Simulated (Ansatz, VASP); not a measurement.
**SiNi: VASP beside Ansatz**

```
Si Ni
1.0
     4.46798    0.00000    0.00000
     0.00000    4.46798    0.00000
     0.00000    0.00000    4.46798
Si Ni
4 4
Direct
  0.84646 0.84646 0.84646
  0.65354 0.15354 0.34646
  0.34646 0.65354 0.15354
  0.15354 0.34646 0.65354
  0.14899 0.14899 0.14899
  0.35101 0.85101 0.64899
  0.64899 0.35101 0.85101
  0.85101 0.64899 0.35101
```

Alike in both runs: task single point; functional PBEsol; k mesh 8 × 8 × 8; occupations gaussian, width 0.1 eV; no spin polarisation.

|  | VASP | Ansatz |
| --- | --- | --- |
| version | VASP 6.6.1 | Ansatz 0.2.0 |
| potentials or method | VASP PAW PBE potentials, release 64 (Si, Ni) | scalar-relativistic, plane waves, PAW |
| plane-wave cutoff (eV) | 520 | 420 |
| valence electrons in the cell | 56 | 88 |

Ansatz gave:

```
gap on the k mesh at the Fermi level (eV) : none
pressure (GPa)                            : 0.0
```

Problem. Estimate VASP's values.

Solution. gap on the k mesh at the Fermi level (eV): none; pressure (GPa): 0.2.

A gap of «none» marks a metal or a gap that the smearing closes. With one functional, cell and mesh, what is left measures potentials, basis and numerics. The two sets of potentials don't hold the same shells in valence.

Caveats: the PAW data sets were made with another functional, which shifts forces and pressure a little (VASP). Spin polarisation is off, so any magnetic state and its effect on volume and gap are missing.
